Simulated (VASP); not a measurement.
Set up this calculation in VASP 6.6.1, as the native input.

```yaml
Task: band structure
Functional: HSE06
Potentials_or_basis: VASP PAW PBE potentials, release 64 (Ti_sv, N)
Cutoff: 520 eV
k_mesh: 8 × 8 × 8
Occupations: gaussian, width 0.02 eV
Spin: no spin polarisation
Grid_for_exact_exchange_PRECFOCK: Fast
Screening_parameter: 0.2 1/A
Further_INCAR_settings: ALGO = Normal; EDIFF = 1e-07
```

Crystal: TiN.

```
Ti N
1.0
     0.00000    2.11900    2.11900
     2.11900    0.00000    2.11900
     2.11900    2.11900    0.00000
Ti N
1 1
Cartesian
  0.0000 0.0000 0.0000
  2.1190 2.1190 2.1190
```

One way to write it, as run:

POSCAR

```
TiN
1.0
    0.0000000000      2.1190000000      2.1190000000
    2.1190000000      0.0000000000      2.1190000000
    2.1190000000      2.1190000000      0.0000000000
Ti N
1 1
Direct
    0.0000000000      0.0000000000      0.0000000000
    0.5000000000      0.5000000000      0.5000000000
```

INCAR.step1

```
SYSTEM = TiN
ALGO = Normal
EDIFF = 1E-5
ENCUT = 520
GGA = PE
ISIF = 2
ISMEAR = 0
KPAR = 4
LASPH = .True.
LCHARG = .False.
LMAXMIX = 4
LREAL = .False.
LWAVE = .True.
NELM = 60
PREC = Accurate
SIGMA = 0.02
```

INCAR.step2

```
SYSTEM = TiN
ALGO = Normal
EDIFF = 1E-7
ENCUT = 520
GGA = PE
HFSCREEN = 0.2
ISIF = 2
ISMEAR = 0
ISTART = 1
KPAR = 4
LASPH = .True.
LCHARG = .False.
LHFCALC = .True.
LMAXMIX = 4
LREAL = .False.
LWAVE = .False.
NELM = 60
PREC = Accurate
PRECFOCK = Fast
SIGMA = 0.02
```

KPOINTS

```
k-points
0
Gamma
  8 8 8
  0 0 0
```

KPOINTS_OPT

```
path GXWKGLUWLK,UX
12
line-mode
reciprocal
 0.0000000000  0.0000000000  0.0000000000  G
 0.5000000000  0.0000000000  0.5000000000  X

 0.5000000000  0.0000000000  0.5000000000  X
 0.5000000000  0.2500000000  0.7500000000  W

 0.5000000000  0.2500000000  0.7500000000  W
 0.3750000000  0.3750000000  0.7500000000  K

 0.3750000000  0.3750000000  0.7500000000  K
 0.0000000000  0.0000000000  0.0000000000  G

 0.0000000000  0.0000000000  0.0000000000  G
 0.5000000000  0.5000000000  0.5000000000  L

 0.5000000000  0.5000000000  0.5000000000  L
 0.6250000000  0.2500000000  0.6250000000  U

 0.6250000000  0.2500000000  0.6250000000  U
 0.5000000000  0.2500000000  0.7500000000  W

 0.5000000000  0.2500000000  0.7500000000  W
 0.5000000000  0.5000000000  0.5000000000  L

 0.5000000000  0.5000000000  0.5000000000  L
 0.3750000000  0.3750000000  0.7500000000  K

 0.6250000000  0.2500000000  0.6250000000  U
 0.5000000000  0.0000000000  0.5000000000  X
```

Potentials or basis: VASP PAW PBE potentials, release 64 (Ti_sv, N).

The run is started by

```console
$ cat potpaw_PBE.64/Ti_sv/POTCAR potpaw_PBE.64/N/POTCAR > POTCAR
$ cp INCAR.step1 INCAR
$ mpirun -np 4 vasp_std > vasp.out
$ cp INCAR.step2 INCAR
$ mpirun -np 4 vasp_std > vasp.out
```

Results of the run:

| Item | Value |
| --- | --- |
| Pressure | -6.0 GPa |
| Band gap along the path | none (metal or under the smearing width) |

Caveat: the PAW data sets were made with another functional, which shifts forces and pressure a little.

Run time: 29 min on 4 MPI ranks on Intel(R) Xeon(R) 6975P-C (Granite Rapids) (shared host), peak memory 0.31 GiB a rank.
